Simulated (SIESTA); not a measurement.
The system is CuO (Tenorite).

```
Cu O
1.0
     2.34185   -1.71130    0.00000
     2.34185    1.71130    0.00000
    -0.85003    0.00000    5.05787
Cu O
2 2
Direct
  0.50000 0.00000 0.50000
  0.00000 0.50000 0.00000
  0.41840 0.58160 0.75000
  0.58160 0.41840 0.25000
```

Program: SIESTA 5.4.2. Alike in all runs: task band structure; no spin polarisation; cell as given; k mesh 10 × 10 × 5; smearing fermi-dirac 0.05 eV; grid cutoff 800 Ry.

Task: Order these runs on this cell by their pressure, lowest first.
A. level RPBE; potentials or basis PseudoDojo 0.4 standard (PBE files), DZP (energy shift 0.003 Ry; two zetas on semicore shells); energy shift 0.003 Ry
B. level PBE; potentials or basis PseudoDojo 0.4 standard (PBE files), TZP (energy shift 0.003 Ry; two zetas on semicore shells); energy shift 0.003 Ry
C. level PBE; potentials or basis PseudoDojo 0.4 standard (PBE files), DZ (energy shift 0.01 Ry); energy shift 0.01 Ry

Result: C (-7.0 GPa), B (6.1 GPa), A (12.5 GPa).

Caveats: the basis of atomic orbitals isn't converged, which shifts pressures, moduli and gaps; the run has no spin polarisation, though such a crystal can be magnetic; short orbitals over semicore shells can move pressures by several GPa (some runs); the potentials were made for another functional, which shifts forces and pressure (some runs); the basis has no polarisation orbitals (some runs); semicore shells carry a single zeta, which can move pressures by several GPa and volumes by a few percent (some runs).
